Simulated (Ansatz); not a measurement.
**Deforming PbSe**

```xyz
2
Lattice="0.0000 3.0621 3.0621 3.0621 0.0000 3.0621 3.0621 3.0621 0.0000" Properties=species:S:1:pos:R:3 pbc="T T T"
Pb    0.0000    0.0000    0.0000
Se    3.0621    3.0621    3.0621
```

Atom numbers follow the list: Pb1, Se2.

The cell is COD entry 9008695, as deposited and not checked against the literature; nothing was relaxed.

Spin–orbit coupling is left out, though it moves levels of the heavy atoms by tenths of an eV or more.

The calculation used DFT, PBEsol, PAW with Ansatz's default frozen-core files, scalar-relativistic in Ansatz 0.2.0.

Settings: a Γ-centred 9×9×9 k mesh, Fermi–Dirac smearing of 0.01 eV, cutoff 420 eV, no spin polarisation; the PAW files were made with PBE, and the program remakes their frozen cores for this functional.

The unchanged cell is at -0.58 GPa.

x, y and z are the Cartesian axes of the cell as listed; fractional coordinates follow a strain, and an engineering shear is twice the off-diagonal strain component.

Vzz stands for the principal value of largest size of the field-gradient tensor, whatever its axis.

Spin–orbit coupling is left out, which moves gradients at and beside heavy atoms by some per cent and at worst by a factor of two.

(1) One change gave: energy change +4.1 meV/atom; stress change (xx, yy, zz, yz, xz, xy) 0.00, 0.00, 0.00, 0.50, 0.50, 0.50 GPa, compression positive; Vzz in 10²¹ V/m²: Pb1 0 → 1.10 (η = 0.00), Se2 0 → -2.10 (η = 0.00). Which change was it?
A. equal xy, yz and zx engineering shear strains of -1 %
B. equal xy, yz and zx engineering shear strains of +2 %
C. equal xy, yz and zx engineering shear strains of +1 %
D. equal xy, yz and zx engineering shear strains of +3 %
E. equal xy, yz and zx engineering shear strains of -2 %
F. equal xy, yz and zx engineering shear strains of -3 %

## Answers

(1) F. For equal xy, yz and zx engineering shear strains of -2 %: energy change +1.8 meV/atom; stress change (xx, yy, zz, yz, xz, xy) 0.00, 0.00, 0.00, 0.34, 0.34, 0.34 GPa, compression positive; Vzz in 10²¹ V/m²: Pb1 0 → 0.73 (η = 0.00), Se2 0 → -1.40 (η = 0.00). For equal xy, yz and zx engineering shear strains of +1 %: energy change +0.5 meV/atom; stress change (xx, yy, zz, yz, xz, xy) 0.00, 0.00, 0.00, -0.18, -0.18, -0.18 GPa, compression positive; Vzz in 10²¹ V/m²: Pb1 0 → -0.34 (η = 0.00), Se2 0 → 0.71 (η = 0.00). For equal xy, yz and zx engineering shear strains of +3 %: energy change +4.3 meV/atom; stress change (xx, yy, zz, yz, xz, xy) 0.00, 0.00, 0.00, -0.56, -0.56, -0.56 GPa, compression positive; Vzz in 10²¹ V/m²: Pb1 0 → -0.98 (η = 0.00), Se2 0 → 2.11 (η = 0.00). For equal xy, yz and zx engineering shear strains of -1 %: energy change +0.5 meV/atom; stress change (xx, yy, zz, yz, xz, xy) 0.00, 0.00, 0.00, 0.17, 0.17, 0.17 GPa, compression positive; Vzz in 10²¹ V/m²: Pb1 0 → 0.36 (η = 0.00), Se2 0 → -0.71 (η = 0.00). For equal xy, yz and zx engineering shear strains of +2 %: energy change +1.9 meV/atom; stress change (xx, yy, zz, yz, xz, xy) 0.00, 0.00, 0.00, -0.37, -0.37, -0.37 GPa, compression positive; Vzz in 10²¹ V/m²: Pb1 0 → -0.67 (η = 0.00), Se2 0 → 1.40 (η = 0.00).
